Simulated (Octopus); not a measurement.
The system is NaH.

```
Na H
1.0
     0.00000    2.44000    2.44000
     2.44000    0.00000    2.44000
     2.44000    2.44000    0.00000
Na H
1 1
Direct
  0.00000 0.00000 0.00000
  0.50000 0.50000 0.50000
```

| Quantity | Value |
| --- | --- |
| Program | Octopus 16.4 |
| Task | single point |
| Functional | PBE |
| Potentials or basis | pseudodojo_pbe (PseudoDojo 0.5, PBE) |
| Grid spacing | 0.128 Å |
| k mesh | 9 × 9 × 9 |
| Occupations | fermi-dirac, width 0.05 eV |
| Spin | no spin polarisation |

On this cell: largest force zero by symmetry; band gap on the k mesh 4.01 eV, indirect (least direct gap 4.71 eV).

The same run follows on a disturbed copy (atoms moved at random, drawn with an rms of 0.05 Å):

```
Na H
1.0
     0.00000    2.44000    2.44000
     2.44000    0.00000    2.44000
     2.44000    2.44000    0.00000
Na H
1 1
Direct
  0.98740 0.00137 0.00601
  0.50056 0.49842 0.50487
```

What changes?

The energy moves by +0.2 meV/atom; largest force 0.035 eV/Å; band gap on the k mesh 4.01 eV, indirect (least direct gap 4.71 eV).

Forces in eV/Å, atoms in the order of the input:
```
Na  -0.010  0.025  0.023
H    0.010 -0.025 -0.023
```

Caveats: an odd mesh through Γ misses points on the zone boundary, where band edges often lie.
